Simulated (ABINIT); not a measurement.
Crystal: MgO.

```
Mg O
1.0
     0.00000    2.09700    2.09700
     2.09700    0.00000    2.09700
     2.09700    2.09700    0.00000
Mg O
1 1
Direct
  0.00000 0.00000 0.00000
  0.50000 0.50000 0.50000
```

The cell is a database's computed one.

Program: ABINIT 10.8.3 (patched build). Alike in all runs: no spin polarisation; cell as given; smearing fermi-dirac 0.05 eV.

Order these runs on this cell by their band gap on the k mesh, lowest first.
A. level BP86; potentials or basis JTH PAW PBE v2.0; k mesh 11 × 11 × 11; cutoff (eV) 626; fine-grid cutoff 1224.51 eV
B. level HCTH407; potentials or basis JTH PAW PBE v2.0; k mesh 11 × 11 × 11; cutoff (eV) 626; fine-grid cutoff 1224.51 eV
C. level LDA-PZ; potentials or basis JTH PAW LDA v2.0; k mesh 11 × 11 × 11; cutoff (eV) 626; fine-grid cutoff 1224.51 eV
D. level r2SCAN; potentials or basis JTH PAW PBE v2.0; k mesh 9 × 9 × 9; cutoff (eV) 762; fine-grid cutoff 1360.57 eV

C (4.77 eV), A (4.93 eV), B (5.33 eV), D (5.77 eV).

Runs at the PBE level aren't shown here.
